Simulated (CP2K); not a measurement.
# CdSe under changes of volume

One of the cells (28.942 Å³/atom); the others are scaled copies at fixed shape and fractional positions:

```
Cd Se
1.0
     4.34202    0.00000    0.00000
     2.17101    3.76030    0.00000
     2.17101    1.25343    3.54524
Cd Se
1 1
Direct
  0.00000 0.00000 0.00000
  0.25000 0.25000 0.25000
```

Measurements of this composition are mostly on another form, of space group No. 186.

| Property | Result |
| --- | --- |
| Program | CP2K 2026.2 |
| Functional | PBEsol |
| Potentials or basis | POTENTIAL_UZH Cd GTH-PBE-q12, Se GTH-PBE-q6; TZVP-MOLOPT-PBE-GTH basis |
| Density cutoff | 6123 eV |
| k mesh | 8 × 8 × 8 |
| Occupations | fermi-dirac, width 0.05 eV |
| Spin | no spin polarisation |

| volume (Å³/atom) | energy over the lowest point (meV/atom) | pressure (GPa) | gap on the mesh (eV) |
| --- | --- | --- | --- |
| 27.206 | ? | ? | ? |
| 27.784 | 4.56 | 1.8 | 0.47 |
| 28.363 | 0.26 | 0.6 | 0.43 |
| 28.942 | 0.00 | -0.4 | 0.39 |
| 29.521 | 3.33 | -1.4 | 0.35 |
| 30.100 | 9.87 | -2.2 | 0.31 |
| 30.679 | 19.27 | -3.0 | 0.28 |

Task: What does the run at 27.206 Å³/atom give?

Result: Energy over the lowest point 13.37 meV/atom; pressure 3.1 GPa; gap on the mesh 0.51 eV.

Worked out: A Birch-Murnaghan fit of order 3 (a polynomial in V^(-2/3)) to the other rows has its minimum at 28.69 Å³/atom with B0 = V·E''(V) = 52 GPa and B' = 4.7. It gives 13.36 meV/atom at 27.206 Å³/atom, against the run's 13.37, and -dE/dV = 3.1 GPa, against 3.1. A straight line through the other rows of the gap, of slope -1.95 eV per unit of ln V (its deformation potential), extrapolates to 0.51 eV, against the run's 0.51.

Energies are extrapolated to zero smearing.

Caveats: the potentials were made for another functional, which shifts forces and pressure; the basis of atomic orbitals isn't converged, which shifts pressures, moduli and gaps.

Spin-orbit coupling on Cd, Se is left out.
